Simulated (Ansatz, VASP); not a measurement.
# BiTe in VASP and in Ansatz

File INCAR:

```
SYSTEM = BiTe
ALGO = Normal ; EDIFF = 1E-8
ENCUT = 520 ; GGA = PE
GGA_COMPAT = .False. ; ISIF = 2
ISMEAR = -1 ; LASPH = .True.
LCHARG = .False. ; LEFG = .True.
LORBIT = 11 ; LORBMOM = .True.
LREAL = .False. ; LSORBIT = .True.
LWAVE = .False. ; MAGMOM = 0 0 0 0 0 0
NBANDS = 33 ; NELM = 150
PREC = Accurate ; SIGMA = 0.05
```

The input KPOINTS:

```
k-points
0
Gamma
  10 10 10
  0 0 0
```

POSCAR

```
BiTe
1.0
    0.0000000000      3.2533160000      3.2533160000
    3.2533160000      0.0000000000      3.2533160000
    3.2533160000      3.2533160000      0.0000000000
Bi Te
1 1
Direct
    0.0000000000      0.0000000000      0.0000000000
    0.5000000000      0.5000000000      0.5000000000
```

Input for Ansatz:

```yaml
crystal:
  lattice:
    - [0.0, 3.253316, 3.253316]
    - [3.253316, 0.0, 3.253316]
    - [3.253316, 3.253316, 0.0]
  atoms:
    - { symbol: Bi, position: [0.0, 0.0, 0.0] }
    - { symbol: Te, position: [0.5, 0.5, 0.5] }
kpoints:
  mp_grid: { grid: [10, 10, 10] }
  band_path:
    path:
      - [0.0, 0.0, 0.0]
      - [0.5, 0.0, 0.5]
      - [0.625, 0.25, 0.625]
      - [0.375, 0.375, 0.75]
      - [0.0, 0.0, 0.0]
      - [0.5, 0.5, 0.5]
      - [0.5, 0.25, 0.75]
      - [0.5, 0.0, 0.5]
    npoints: 5
scf:
  occupations: { method: fermi_dirac, width: 0.05 }
hamiltonian:
  xc: pbe
  pseudopotentials: { kind: paw_fr }
output:
  forces: true
  stress: true
  eigenvalues: true
  efg: { contact_densities: true }
  write_density: true
  write_potential: true
  elf: true
  volumetric_format: npy
magnetization:
  noncollinear: true
  spin_orbit: true
```

Alike in both runs: task electric field gradients; functional PBE; k mesh 10 × 10 × 10; occupations fermi-dirac, width 0.05 eV; non-collinear spin, spin-orbit coupling.

|  | VASP | Ansatz |
| --- | --- | --- |
| version | VASP 6.6.1 | Ansatz 0.2.0 |
| potentials or method | VASP PAW PBE potentials, release 64 (Bi_d, Te) | PAW with Ansatz's default frozen-core files, fully relativistic files with spin-orbit coupling |
| plane-wave cutoff (eV) | 520 | 420 |
| valence electrons in the cell | 21 | 31 |

Ansatz gave:

| Item | Value |
| --- | --- |
| pressure (GPa) | 1.3 |
| net moment per atom (μB) | 0.00 |
| Vzz of the field gradient on the site that differs most (V/Å²) | 0.0 |

**Question.** Estimate VASP's values.

**Answer.** Pressure (GPa): 1.1; net moment per atom (μB): 0.00; Vzz of the field gradient on the site that differs most (V/Å²): 0.0.

The two sets of potentials don't hold the same shells in valence.
